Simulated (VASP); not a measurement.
A run of VASP 6.6.1:

INCAR

```
PREC = Accurate
ENCUT = 520
EDIFF = 1E-6
ISMEAR = 0
SIGMA = 0.05
LREAL = F
LASPH = T
NELM = 100
ALGO = Normal
ISIF = 2
LWAVE = F
LCHARG = F
ISPIN = 2
MAGMOM = 1 -1 0 0 0 0
LORBIT = 11
LMAXMIX = 4
LDAU = T
LDAUTYPE = 2
LDAUL = 2 -1
LDAUU = 2.5 0
LDAUJ = 0 0
LDAUPRINT = 1
GGA = PS
```

The input KPOINTS:

```
regular mesh
0
Gamma
  8 8 4
```

The input POSCAR:

```
MoS2
1.0
    1.5855002900      0.9153890200      6.1149982500
   -1.5855002900      0.9153890200      6.1149982500
    0.0000000000     -3.6615560800     12.2299965000
Mo S
2 4
Direct
    0.0000000000      0.0000000000      0.0000000000
    0.0000000000      0.0000000000      0.5000000000
    0.7500000000      0.7500000000      0.3750000000
    0.2500000000      0.2500000000      0.1250000000
    0.7500000000      0.7500000000      0.8750000000
    0.2500000000      0.2500000000      0.6250000000
```

Potentials or basis: VASP PAW PBE potentials, release 64 (Mo_sv, S).

Launch:

```sh
$ cat potpaw_PBE.64/Mo_sv/POTCAR potpaw_PBE.64/S/POTCAR > POTCAR
$ mpirun -np 1 vasp_std > vasp.out
```

Hardware: 1 thread of Intel(R) Xeon(R) Platinum 8488C (Sapphire Rapids), with other jobs on the host.

**Question.** How long does it take, and how much memory?

**Answer.** Wall time 31 min on 1 thread of Intel(R) Xeon(R) Platinum 8488C (Sapphire Rapids) (shared host), peak memory 0.88 GiB. Counts: scf iterations 18, k points 78.
